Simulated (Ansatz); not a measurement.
# Where the states of Li lie

```xyz
1
Lattice="0.0000 2.1614 2.1614 2.1614 0.0000 2.1614 2.1614 2.1614 0.0000" Properties=species:S:1:pos:R:3 pbc="T T T"
Li    0.0000    0.0000    0.0000
```

The cell was built from the fcc type and relaxed in the same program, and has space group Fm-3m; it needn't be a known or the stable phase.

These are results of DFT, PBE, all-electron LAPW, scalar-relativistic (Ansatz 0.2.0), not measurements.

Numerical set-up: a Γ-centred 17×17×17 k mesh, Fermi–Dirac smearing of 0.08 eV, basis error target 0.5 meV/atom, no spin polarisation.

States per eV and cell, averaged over 0.4 eV, from -3.4 to 6.8 eV, with energies (bin centres) from the Fermi level; empty bins are left out. 

```tsv
E (eV)	total
-3.3	0.10
-2.9	0.17
-2.5	0.22
-2.1	0.26
-1.7	0.29
-1.3	0.32
-0.9	0.36
-0.5	0.40
-0.1	0.49
0.3	0.50
0.7	0.45
1.1	0.41
1.5	0.40
1.9	0.32
2.3	0.22
2.7	0.07
3.1	0.35
3.5	0.73
3.9	0.52
4.3	0.44
4.7	0.46
5.1	0.41
5.5	0.39
5.9	0.40
6.3	0.47
6.7	0.53
```
